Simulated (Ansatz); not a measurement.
Input and output of a field-response calculation (clamped ions) on MoS2 on the sites of the 2H bulk structure (relaxed group P6_3/mmc) (the plane-wave code Ansatz, r2SCAN). Cell and atoms come from a relaxation with r2SCAN+rVV10.

Input file:
```yaml
crystal:
  lattice:
    - [3.1730198511, 2.9e-09, 0.0]
    - [-1.586509928, 2.7479157963, 0.0]
    - [0.0, 0.0, 12.4358854573]
  atoms:
    - { symbol: Mo, position: [0.6666666667, 0.3333333333, 0.25] }
    - { symbol: Mo, position: [0.3333333333, 0.6666666667, 0.75] }
    - { symbol: S, position: [0.6666666667, 0.3333333333, 0.6249003799] }
    - { symbol: S, position: [0.3333333333, 0.6666666667, 0.3750996201] }
    - { symbol: S, position: [0.6666666667, 0.3333333333, 0.8750996201] }
    - { symbol: S, position: [0.3333333333, 0.6666666667, 0.1249003799] }
kpoints:
  mp_grid: { grid: [9, 9, 2] }
hamiltonian:
  xc: r2scan
scf:
  occupations: { method: fixed }
dielectric: {}
```

It took 36 s on 1 × NVIDIA H100 80GB HBM3 with 2 threads of AMD EPYC 7R13 Processor (Zen 3) (shared host), load about 3.4 per core; peak host memory 2.8 GiB.

Question: What will the output look like, and what does it show?

Answer: The output, standing remarks left out:
```
Pseudopotential: Mo, paw, valence charge 14, recommended cutoff 500 eV (meta_gga)
Pseudopotential: S, paw, valence charge 6, recommended cutoff 500 eV (meta_gga)
Functional definition: r2SCAN
Crystal: 6 atoms, lattice volume = 108.431 Å³
Basis set: ecut = 500 eV, 2763 PW (Γ)
Bands: 32, of which v1, the nominal top of the filled ones, is band 26 counted from 1 (25 counted from 0)
Symmetry: 24 space group operations
k-points: 50 of 162 (irreducible under 2 space group operations, time reversal used)
preconditioner: auto → Resta (q_TF=auto, 2.414 Å⁻¹)  ε∞=7.7  [insulator: Δε(μ)=1.098 eV  ℏωp=21.4 eV]
SCF converged after 9 iterations
Free energy (F): -13564.301312 eV
Fermi energy:    10.599247 eV
--- Per-component energies (eV) ---
  E_band       = -361.280606
  E_kinetic    = 1309.742255
  E_local      = -4019.443800
  E_nonlocal   = 396.938145
  E_hartree    = 1550.233633
  E_xc         = -725.385646
  E_vxc        = -892.150983
  E_paw        = -8871.675496
  E_vpaw       = -308.299175
  E_vtau       = 51.465829
  E_ewald      = -3203.828946
  E_core_change = -0.881474
--- Band table (eV; the first three rows and the last of 50) ---
  k-point 0: bands = […, 8.2421, 8.2833, 8.2833, 9.2355, 9.4821, 10.5992, 12.8430, 12.8430, 12.8669, 12.8669, …]
  k-point 1: bands = […, 8.2627, 8.2627, 8.2627, 8.2627, 10.3094, 10.3094, 12.8485, 12.8485, 12.8485, 12.8485, …]
  k-point 2: bands = […, 7.9501, 7.9982, 8.4317, 9.4267, 9.4763, 10.2428, 12.6371, 12.6812, 12.7775, 12.8039, …]
  k-point 49: bands = […, 7.2238, 7.2238, 8.3703, 8.3703, 9.1598, 9.1598, 12.1479, 12.1479, 12.6653, 12.6653, …]
--- Dielectric response (ions clamped): 3 representative field directions + reference, inside a basis on a mesh of 200 k-points ---
  ε∞ (high-frequency dielectric tensor):
       14.698578     0.000000     0.000000
        0.000000    14.698578     0.000000
        0.000000     0.000000     5.764160
  Born effective charges Z* (e; rows j = field, columns β = displacement):
    site 0:
        -0.87610    0.00000    0.00000
         0.00000   -0.87610    0.00000
         0.00000    0.00000   -0.50368
    site 1:
        -0.87610    0.00000    0.00000
         0.00000   -0.87610    0.00000
         0.00000    0.00000   -0.50368
    site 2:
         0.43805    0.00000    0.00000
         0.00000    0.43805    0.00000
         0.00000    0.00000    0.25184
    site 3:
         0.43805    0.00000    0.00000
         0.00000    0.43805    0.00000
         0.00000    0.00000    0.25184
    site 4:
         0.43805    0.00000    0.00000
         0.00000    0.43805    0.00000
         0.00000    0.00000    0.25184
    site 5:
         0.43805    0.00000    0.00000
         0.00000    0.43805    0.00000
         0.00000    0.00000    0.25184
  ε∞ is read to err by 8.7e-2, Z* by 2.1e-2 e
```
Iteration counts and the last digits belong to this one run.

The rows of the band table are 0: (0, 0, 0) = Γ, 1: (0, 0, -1/2) = A, 2: (0, 0.111, 0), 49: (0.444, -0.222, -1/2).

The clamped-ion dielectric constant comes out as 14.70 along x and y, 5.76 along z. Born charges, averaged over directions: Mo -0.75, S +0.38 e. The program notes that the ground state's band table doesn't vouch for all the bands that the response reads.

The values are computed, spin-unpolarised, and not measurements.

The runs are scalar-relativistic, without spin-orbit coupling.
